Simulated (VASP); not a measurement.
As, 2 atoms in the cell. Symmetry: R-3m, No. 166, trigonal system. Conventional cell: a = 3.762 Å, b = 3.762 Å, c = 10.542 Å, α = 90.00°, β = 90.00°, γ = 120.00°. As (site symmetry 3m) has 3 As at 2.51 Å as nearest neighbours. 

- Program: VASP 6.6.1
- Task: relaxation of cell and atoms
- Functional: optB86b-vdW
- Potentials or basis: VASP PAW PBE potentials, release 64 (As)
- Cutoff: 600 eV
- k mesh: 12 × 12 × 12
- Occupations: methfessel-paxton, width 0.1 eV
- Spin: no spin polarisation
- Further INCAR settings: ALGO = Normal; EDIFF = 1e-06; IBRION = 2; EDIFFG = -0.01; NSW = 90; ISIF = 3

Potentials or basis: VASP PAW PBE potentials, release 64 (As).

The run is started by

```sh
$ cat potpaw_PBE.64/As/POTCAR > POTCAR
$ mpirun -np 1 vasp_std > vasp.out
```

Hardware: 1 thread of Intel(R) Xeon(R) 6975P-C (Granite Rapids), on a shared host.

Question: How long does it take, and how much memory?

Answer: Run time: 7 min on 1 thread of Intel(R) Xeon(R) 6975P-C (Granite Rapids) (shared host), peak memory 0.53 GiB. Counts: scf iterations 56, k points 189, ion steps 10.
